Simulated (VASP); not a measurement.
A run of VASP 6.6.1 is set up as follows.

The input POSCAR:

```
AlP
1.0
    0.0000000000      2.7313140622      2.7313140622
    2.7313140622      0.0000000000      2.7313140622
    2.7313140622      2.7313140622      0.0000000000
Al P
1 1
Direct
    0.0000000000      0.0000000000      0.0000000000
    0.2500000000      0.2500000000      0.2500000000
```

The input INCAR.step1:

```
SYSTEM = AlP
PREC = Accurate
ENCUT = 550
ISMEAR = 0
SIGMA = 0.01
LREAL = .FALSE.
LASPH = .TRUE.
NELM = 120
NBANDS = 11
GGA = PE
ALGO = Normal
EDIFF = 1E-5
LWAVE = .TRUE.
LCHARG = .FALSE.
GGA_COMPAT = .FALSE.
```

The input INCAR.step2:

```
SYSTEM = AlP
PREC = Accurate
ENCUT = 550
EDIFF = 1E-6
ISMEAR = 0
SIGMA = 0.01
LREAL = .FALSE.
LASPH = .TRUE.
NELM = 120
ALGO = Normal
ISIF = 2
LWAVE = .FALSE.
LCHARG = .TRUE.
METAGGA = R2SCAN
LMIXTAU = .TRUE.
IVDW = 13
VDW_S6 = 1.0
VDW_S8 = 0.6018749
VDW_A1 = 0.51559235
VDW_A2 = 5.77342911
LELF = .TRUE.
LVHAR = .TRUE.
NBANDS = 11
ISTART = 1
GGA_COMPAT = .FALSE.
```

KPOINTS

```
Automatic mesh
0
G
  6 6 6
  0 0 0
```

Potentials or basis: VASP PAW PBE potentials, release 64 (Al, P).

Command:

```console
$ cat potpaw_PBE.64/Al/POTCAR potpaw_PBE.64/P/POTCAR > POTCAR
$ cp INCAR.step1 INCAR
$ mpirun -np 1 vasp_std > vasp.out
$ cp INCAR.step2 INCAR
$ mpirun -np 1 vasp_std > vasp.out
```

**Question.** Estimate the dispersion energy per atom.

**Answer.** -0.118 eV.

**Question.** Predict the band gap on the k mesh.

**Answer.** 1.91 eV, indirect (least direct gap 3.99 eV).

**Question.** Estimate the pressure.

**Answer.** -0.3 GPa.

Caveat: the PAW data sets were made with another functional, which shifts forces and pressure a little.

**Measured values to compare with.**

From a printed reference work, data compilation, for a bulk crystal of AlP at 4.2 K: band gap 2.505 eV (indirect).

Against the measured gap of AlP, 2.505 eV (indirect; 4.2 K; a printed reference work, data compilation), the calculated 1.91 eV is off by -0.59 eV. The value is that of r2SCAN+D4 on a finite k mesh, which can miss the band edges, without temperature or zero-point motion.
